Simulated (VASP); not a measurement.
The system is CdSe.

```
CELL_PARAMETERS angstrom
0.00000 3.04639 3.04639
3.04639 0.00000 3.04639
3.04639 3.04639 0.00000
ATOMIC_POSITIONS crystal
Cd 0.00000 0.00000 0.00000
Se 0.25000 0.25000 0.25000
```

Measurements of this composition are mostly on another form, of space group No. 186.

Base run:

- Program: VASP 6.6.1
- Functional: TB-mBJ
- Potentials or basis: VASP PAW PBE potentials, release 64 (Cd, Se)
- Cutoff: 520 eV
- k mesh: 10 × 10 × 10
- Occupations: gaussian, width 0.02 eV
- Spin: no spin polarisation

Its results: band gap on the k mesh 1.94 eV, direct.

The run is repeated on the same cell with these changes: functional from TB-mBJ to PBEsol. What comes out?

Band gap on the k mesh 0.47 eV, direct.

Not every run made on this cell is shown here.
